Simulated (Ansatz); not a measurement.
AlSb:
```
CELL_PARAMETERS angstrom
      0.00000     3.08863     3.08863
      3.08863     0.00000     3.08863
      3.08863     3.08863     0.00000
ATOMIC_POSITIONS crystal
  Sb 0.75000 0.75000 0.75000
  Al 0.00000 0.00000 0.00000
```

Relaxed with r²SCAN. Special points in fractions of this cell's reciprocal vectors: Γ (0.000, 0.000, 0.000); X (0.500, 0.000, 0.500); U (0.625, 0.250, 0.625); K (0.375, 0.375, 0.750); L (0.500, 0.500, 0.500); W (0.500, 0.250, 0.750).

Question: List the band energies nearest the valence-band maximum at these points for r²SCAN in the plane-wave PAW code Ansatz.

Answer: In eV from the valence-band maximum; about four levels below and three above (degenerate sets whole), none deeper than 8.9 eV; points with the same levels are listed once.

| k | below | above |
|---|---|---|
| Γ | 0.00 0.00 0.00 | 2.03 3.39 3.39 3.39 |
| X | -5.61 -2.25 -2.25 | 1.53 1.74 9.36 9.36 |
| U | -5.39 -3.30 -1.89 | 2.00 4.43 7.29 |
| L | -5.51 -0.93 -0.93 | 1.69 4.05 4.05 |
| W | -5.37 -3.10 -2.77 | 4.28 4.80 5.01 |

Space group F-43m (zinc blende). The r²SCAN relaxation kept the symmetry of its start; of distortions, only those at the zone centre were tested. Spin–orbit coupling is left out wherever it is not named.

Potentials: the later of the program's two PAW sets.
